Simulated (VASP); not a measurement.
Input of a VASP 6.6.1 run:

Contents of INCAR:

```
SYSTEM = BN
ALGO = Normal
EDIFF = 1E-7
EDIFFG = -0.002
ENCUT = 520
GGA = PE
IBRION = 2
ISIF = 3
ISMEAR = 0
IVDW = 12
LASPH = .True.
LCHARG = .False.
LREAL = .False.
LWAVE = .False.
NELM = 100
NSW = 80
PREC = Accurate
SIGMA = 0.02
```

File KPOINTS:

```
k-points
0
Gamma
  6 6 2
  0 0 0
```

File POSCAR:

```
BN
1.0
    2.4982400000      0.0000000000      0.0000000000
   -1.2491200000      2.1635393000      0.0000000000
    0.0000000000      0.0000000000      6.6357000000
B N
2 2
Direct
    0.3333333300      0.6666666700      0.2500000000
    0.6666666700      0.3333333300      0.7500000000
    0.3333333300      0.6666666700      0.7500000000
    0.6666666700      0.3333333300      0.2500000000
```

Potentials or basis: VASP PAW PBE potentials, release 64 (B, N).

Run with:

```bash
$ cat potpaw_PBE.64/B/POTCAR potpaw_PBE.64/N/POTCAR > POTCAR
$ mpirun -np 1 vasp_std > vasp.out
```

(1) What does it give for the dispersion energy per atom?

(2) Predict the relaxed volume.

## Answers

(1) -0.142 eV.

(2) 8.97 Å³/atom.

Caveat: the k mesh is coarse (spacing up to 0.48 Å⁻¹), so the values aren't converged.
